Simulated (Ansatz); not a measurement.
# Na: the cost of one run

Program: Ansatz 0.2.0. Level of theory: DFT PBE, scalar-relativistic, plane waves, PAW. These are calculated values, not measurements.

## 1. Starting point

The structure is cubic, space group Pm-3m (No. 221). Conventional cell: a = 7.023 Å, b = 7.023 Å, c = 7.023 Å, α = 90.00°, β = 90.00°, γ = 90.00°.

As a file:

```
Na
1.0
     7.02334    0.00000    0.00000
     0.00000    7.02334    0.00000
     0.00000    0.00000    7.02334
Na
1
Direct
  0.00000 0.00000 0.00000
```

The structure comes from the Materials Project (structure only).

## 2. A distortion of lower symmetry

Against the listed cell: strain xx, yy, zz, yz, xz, xy = -3.7, +2.3, -3.7, +2.4, +1.7, +2.4 %.

The input, input.yaml:

```yaml
crystal:
  lattice:
    - [6.7608103061, 0.1704565313, 0.1217847652]
    - [0.1704565313, 7.1822108778, 0.1704565313]
    - [0.1217847652, 0.1704565313, 6.7608103061]
  atoms:
    - { symbol: Na, position: [0.0, 0.0, 0.0] }
basis:
  ecutwfc: 420
kpoints:
  mp_grid: { grid: [6, 6, 6] }
hamiltonian:
  xc: pbe
scf:
  occupations: { method: gaussian, width: 0.1 }
output:
  forces: true
  stress: true
  eigenvalues: true
```

The run is started by

```
> ansatz run input.yaml --threads 1 --pin off --max-ram 1331MiB --backend cpu --events-out ev --progress --plain --runs-dir out
```

**Question.** How long does this run take on 1 thread of an x86-64 CPU, shared host, and how much memory does it need?

About 15 s, with a peak of 0.57 GiB.
